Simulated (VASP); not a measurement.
Here is a VASP 6.6.1 calculation.

The input INCAR:

```
PREC = Accurate
ENCUT = 520
EDIFF = 1E-6
ISMEAR = -1
SIGMA = 0.05
LREAL = False
LASPH = True
NELM = 100
ALGO = Normal
ISIF = 2
LWAVE = False
LCHARG = False
GGA = ML
LUSE_VDW = True
AGGAC = 0.0
ZAB_VDW = -1.8867
NBANDS = 16
```

The input KPOINTS:

```
Automatic mesh
0
Gamma
  16 16 4
```

Contents of POSCAR:

```
C
1.0
    2.4610000000      0.0000000000      0.0000000000
   -1.2305000000      2.1312885187      0.0000000000
    0.0000000000      0.0000000000      6.9763200000
C
4
Direct
    0.0000000000      0.0000000000      0.2500000000
    0.3333333333      0.6666666667      0.2500000000
    0.0000000000      0.0000000000      0.7500000000
    0.6666666667      0.3333333333      0.7500000000
```

Potentials or basis: VASP PAW PBE potentials, release 64 (C).

Command:

```sh
$ cat potpaw_PBE.64/C/POTCAR > POTCAR
$ mpirun -np 1 vasp_std > vasp.out
```

Problem. Predict the band gap on the k mesh.

Solution. 0.65 eV, direct.

Problem. Estimate the pressure.

Solution. 5.0 GPa.

Stress tensor (GPa, compression positive):
```
7.40 0.00 0.00
0.00 7.40 0.00
0.00 0.00 0.24
```

Caveat: the PAW data sets were made with another functional, which shifts forces and pressure a little. A k mesh can miss the band edges.
